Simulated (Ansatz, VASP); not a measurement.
**AlN: VASP beside Ansatz**

The input INCAR:

```
SYSTEM = AlN
PREC = Accurate ; ENCUT = 520
EDIFF = 1E-7 ; ISMEAR = 0
SIGMA = 0.02 ; LREAL = .False.
LASPH = .True. ; NELM = 100
ALGO = Normal ; ISIF = 2
LWAVE = .False. ; LCHARG = .False.
GGA = PE ; NBANDS = 16
```

File KPOINTS:

```
regular mesh
0
Gamma
  9 9 6
  0 0 0
```

Contents of POSCAR:

```
AlN
1.0
    3.2772229966      0.0000000000      0.0000000000
   -1.6386114983      2.8381583689      0.0000000000
    0.0000000000      0.0000000000      4.9452945400
Al N
2 2
Direct
    0.3333333333      0.6666666667      0.0301325834
    0.6666666667      0.3333333333      0.5301325834
    0.3333333333      0.6666666667      0.3548674166
    0.6666666667      0.3333333333      0.8548674166
```

Input for Ansatz:

```yaml
crystal:
  lattice:
    - [3.2772229966, 0.0, 0.0]
    - [-1.6386114983, 2.8381583689, 0.0]
    - [0.0, 0.0, 4.94529454]
  atoms:
    - { symbol: Al, position: [0.3333333333, 0.6666666667, 0.0301325834] }
    - { symbol: Al, position: [0.6666666667, 0.3333333333, 0.5301325834] }
    - { symbol: "N", position: [0.3333333333, 0.6666666667, 0.3548674166] }
    - { symbol: "N", position: [0.6666666667, 0.3333333333, 0.8548674166] }
basis:
  ecutwfc: 420
kpoints:
  mp_grid: { grid: [9, 9, 6] }
hamiltonian:
  xc: pbe
scf:
  occupations: { method: gaussian, width: 0.02 }
output:
  forces: true
  stress: true
  eigenvalues: true
  populations: true
```

Alike in both runs: task single point; functional PBE; k mesh 9 × 9 × 6; occupations gaussian, width 0.02 eV; no spin polarisation.

|  | VASP | Ansatz |
| --- | --- | --- |
| version | VASP 6.6.1 | Ansatz 0.2.0 |
| potentials or method | VASP PAW PBE potentials, release 64 (Al, N) | scalar-relativistic, plane waves, PAW |
| plane-wave cutoff (eV) | 520 | 420 |
| valence electrons in the cell | 16 | 16 |

Ansatz gave:

| Quantity | Value |
| --- | --- |
| gap on the k mesh at the Fermi level (eV) | 3.35 |
| least direct gap on the mesh (eV) | 3.35 |
| pressure (GPa) | 7.5 |
| largest component of the traceless stress (GPa) | 59.19 |
| rms of the force components (eV/Å) | 4.851 |

Task: Estimate VASP's values.

Result: gap on the k mesh at the Fermi level (eV): 3.35; least direct gap on the mesh (eV): 3.35; pressure (GPa): 7.5; largest component of the traceless stress (GPa): 59.74; rms of the force components (eV/Å): 4.884.

Atom by atom the forces differ by 0.033 eV/Å (rms over components).

Caveats: an odd mesh through Γ misses points on the zone boundary, where band edges often lie; forces of over 1 eV/Å show positions far from the minimum, so gaps and moduli don't describe the material at rest.
